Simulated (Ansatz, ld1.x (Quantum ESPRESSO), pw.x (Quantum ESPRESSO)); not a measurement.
**iridium: one change to the TM potential, in the atom and in the diamond crystal**

ld1.x (Quantum ESPRESSO) 7.5 input, shortened:

```
&input
   title='Ir', zed=77., rel=1, dft='PBE', iswitch=3,
   config='[Xe] 4f14 5d7 5f-2 6s2 6p0'
 /
 &inputp
   pseudotype=2, tm=.true., lloc=0,
   nlcc=.false.
 /
4
6P  2  1   0.00   0.00  2.35  2.35  0.0
5D  3  2   7.00   0.00  2.00  2.00  0.0
5F  4  3  -2.00   0.35  1.85  1.85  0.0
6S  1  0   2.00   0.00  2.20  2.20  0.0
 &test
   configts(1)='5d7 6s2 6p0'
 /
```

Change: all radii scaled by about 1.38 (s 3.04, p 3.26, d 2.76, f 2.56 bohr).

Cutoffs, loose and tight: the cutoffs (Ry, on a coarse ladder) from which the occupation-weighted sum of valence levels, in a spherical-Bessel basis at the reference potential, stays within 10 and 1 mRy of its value at 400 Ry. They do not see the model core or the augmentation charge, which bear on the density cutoff. Test errors are all-electron minus pseudo excitation energies from the reference, over the configurations 5d7 6s1 6p0; 5d7 6s0 6p0; 5d6 6s0 6p0; 5d7 6s1.5 6p0; 5d8 6s0 6p0; 5d8 6s1 6p0; 5d7 6s1 6p1; variants that change the core or the reference have their own tests.

Crystal test: diamond Ir in pw.x 7.5, no spin, 8³ k-points, Fermi–Dirac smearing 0.01 Ry, cutoffs set for each file from its atomic test. The reference is all-electron LAPW (Ansatz 0.2.0) with the same functional, mesh and smearing; V0 and B0 come from Birch–Murnaghan fits to the pressures at five volumes. Errors are pseudo minus all-electron; Δ is the rms difference of the E(V) curves that follow from these fits, minima aligned, over ±6 % about the mean V0. Mesh and smearing are coarse, so the numbers serve the comparison and aren't converged zero-temperature values; the lattice is a test structure that the element need not adopt.

All-electron: a0 = 5.571 Å (V0 = 21.61 Å³/atom), B0 = 182.3 GPa.

**Question.** Does the change bring the crystal closer to the all-electron result?

**Answer.** The mean pressure error goes from +1.56 to -4.98 GPa, so the change moves the solid further from the all-electron pressures. The B0 error goes the other way, from -3.0 to -1.3 %.

| quantity | base | changed |
| --- | --- | --- |
| outcome (atom) | generated | generated |
| cutoff, loose (atom) | 40 Ry | 30 Ry |
| cutoff, tight (atom) | 45 Ry | 35 Ry |
| bound ghosts (atom) | none | none |
| largest test error (meV) (atom) | -78 | -97 |
| cutoffs in pw.x (Ry) | 55/220 | 45/180 |
| a0 (Å) | 5.587 | 5.518 |
| a0 error (%) | +0.29 | -0.95 |
| B0 error (%) | -3.0 | -1.3 |
| Δ (meV/atom) | 7.3 | 24.5 |
| mean pressure error (GPa) | +1.56 | -4.98 |

Changed file: The largest radius (3.26 bohr) exceeds half the bond length (2.28 bohr), so the spheres overlap, which is one possible source of error among others. This is a poor potential for the solid. The atomic cutoffs weigh occupied waves only.
